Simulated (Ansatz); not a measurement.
Take BeO in the wurtzite structure (space group P6_3mc, No. 186; a = 2.712 Å, c = 4.405 Å) as the base. Axes: x lies along a and z along c of the hexagonal cell.

(Cell as relaxed with PBE.)

Levels (all Ansatz, a first-principles code, PAW): PBE (420 eV, scalar-relativistic without spin-orbit coupling); r2SCAN (500 eV, no SOC).

Each level relaxes its own structure.

```tsv
base	PBE	r2SCAN
volume per atom	7.01 Å³	6.85 Å³
lattice parameter a	2.712 Å	2.690 Å
band gap	7.45 eV	8.55 eV
```

It is then changed as follows: the cell is stretched by 2.05 % along x with no lateral relaxation; the atoms relax in the strained cell.

```tsv
quantity	PBE	r2SCAN
band gap	7.21 eV	___
stress (xx, yy, zz, yz, xz, xy; compression positive)	(-8.24, -2.30, -1.67, 0.00, 0.00, 0.00) GPa	___
shortest interatomic distance	1.661 Å	___
```

Task: Given the PBE results, estimate those of r2SCAN.

Result: 
- band gap, r2SCAN: 8.29 eV
- stress (xx, yy, zz, yz, xz, xy; compression positive), r2SCAN: (-8.90, -2.47, -1.76, 0.00, 0.00, 0.00) GPa
- shortest interatomic distance, r2SCAN: 1.649 Å

PBE's band gap lies 1.08 eV below r2SCAN's; PBE's shortest interatomic distance lies 0.0127 Å above r2SCAN's (0.8 %). Neither level is exact; r2SCAN is the comparison here, not a measurement.

Stability against distortions was not tested.
